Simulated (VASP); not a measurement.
Al: relaxation of cell and atoms with PBEsol

Al:

```
Al
1.0
     0.00000    2.02481    2.02481
     2.02481    0.00000    2.02481
     2.02481    2.02481    0.00000
Al
1
Direct
  0.00000 0.00000 0.00000
```

```yaml
Program: VASP 6.6.1
Task: relaxation of cell and atoms
Functional: PBEsol
Potentials_or_basis: VASP PAW PBE potentials, release 64 (Al)
Cutoff: 600 eV
k_mesh: 16 × 16 × 16
Occupations: methfessel-paxton, width 0.1 eV
Spin: no spin polarisation
Further_INCAR_settings: ALGO = Normal; EDIFF = 1e-06; IBRION = 2; EDIFFG = -0.01; NSW = 90; ISIF = 3
```

```
Relaxed volume                         : 16.19 Å³/atom
Relaxed cell                           : a = 2.839 Å, b = 2.839 Å, c = 2.839 Å, α = 60.00°, β = 60.00°, γ = 60.00°
Space group after relaxing (to 0.05 Å) : Fm-3m (No. 225)
Energy gained by relaxing              : 2.7 meV/atom
Ionic steps                            : 3
Pressure after relaxing                : 0.0 GPa
Band gap on the k mesh                 : none (metal or under the smearing width)
```

Step by step:
| step | energy change (eV) | largest force (eV/Å) | pressure (GPa) | volume (Å³) |
| --- | --- | --- | --- | --- |
| 1 | 0.0000 | 0.0000 | -2.01 | 16.60 |
| 2 | -0.0026 | 0.0000 | 0.43 | 16.11 |
| 3 | -0.0027 | 0.0000 | 0.00 | 16.19 |

Final structure:
```
Al
1.0
     0.00000    2.00782    2.00782
     2.00782    0.00000    2.00782
     2.00782    2.00782    0.00000
Al
1
Direct
  0.00000 0.00000 0.00000
```

Levels at points of the mesh, in eV from the Fermi level:
```
           k point  band 1  band 2  band 3  band 4  band 5
(0.00, 0.00, 0.00)  -11.30   12.67   12.67   12.67   14.30
(0.50, 0.00, 0.00)   -4.70   -4.44   11.49   11.49   11.57
(0.50, 0.50, 0.00)   -3.00   -1.65    5.22    5.64    5.64
```

It took 9.4 s on 1 thread of AMD EPYC 9R45 96-Core Processor (Zen 5) (shared host), peak memory 0.11 GiB.

Caveat: the PAW data sets were made with another functional, which shifts forces and pressure a little.
